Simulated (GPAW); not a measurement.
Ge:

```
Ge
1.0
     0.00000    2.82891    2.82891
     2.82891    0.00000    2.82891
     2.82891    2.82891    0.00000
Ge
2
Cartesian
  4.2434 4.2434 4.2434
  2.8289 2.8289 2.8289
```

Base run:

* Program: GPAW 26.7.0
* Functional: BP86
* Potentials or basis: PAW data sets generated in the run's folder for this functional
* Cutoff: 600 eV
* Basis: pw
* k mesh: 8 × 8 × 8
* Occupations: fermi-dirac, width 0.05 eV
* Spin: spin-orbit coupling, no magnetisation

Its results: pressure 4.3 GPa.

**Question.** The run is repeated on the same cell with these changes: functional from BP86 to AM05. What comes out?

**Answer.** Pressure 1.1 GPa.

Caveats: spin-orbit coupling was added after a scalar SCF, so levels and gaps hold it while energy, forces, pressure and moments don't.

Not every run made on this cell is shown here.
